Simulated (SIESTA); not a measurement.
Crystal: CdSe.

```xyz
2
Lattice="0.0000 3.0703 3.0703 3.0703 0.0000 3.0703 3.0703 3.0703 0.0000" Properties=species:S:1:pos:R:3 pbc="T T T"
Cd    0.0000    0.0000    0.0000
Se    1.5351    1.5351    1.5351
```

Measurements of this composition are mostly on another form, of space group No. 186.

Base run:

| Item | Value |
| --- | --- |
| Program | SIESTA 5.4.2 |
| Functional | SOGGA |
| Potentials or basis | PseudoDojo 0.4 standard (PBEsol files) |
| Basis | DZP (energy shift 0.002 Ry) |
| Grid cutoff | 800 Ry |
| Energy shift | 0.002 Ry |
| k mesh | 8 × 8 × 8 |
| Occupations | fermi-dirac, width 0.05 eV |
| Spin | no spin polarisation |

Its results: band gap on the k mesh 0.71 eV, direct; pressure -1.1 GPa.

Question: After a change of settings the same cell gave: band gap on the k mesh 1.00 eV, direct; pressure 0.9 GPa. Which change was it?
A. functional from SOGGA to APBE; potentials or basis from PseudoDojo 0.4 standard (PBEsol files) to PseudoDojo 0.4 standard (PBE files)
B. functional from SOGGA to PBEsol
C. functional from SOGGA to PBE; potentials or basis from PseudoDojo 0.4 standard (PBEsol files) to Ansatz (PBE files)
D. functional from SOGGA to PW91; potentials or basis from PseudoDojo 0.4 standard (PBEsol files) to PseudoDojo 0.4 standard (PBE files)

Answer: C.

Caveats: semicore shells carry a single zeta, which can move pressures by several GPa and volumes by a few percent; the basis of atomic orbitals isn't converged, which shifts pressures, moduli and gaps; the potentials were made for another functional, which shifts forces and pressure (some runs).
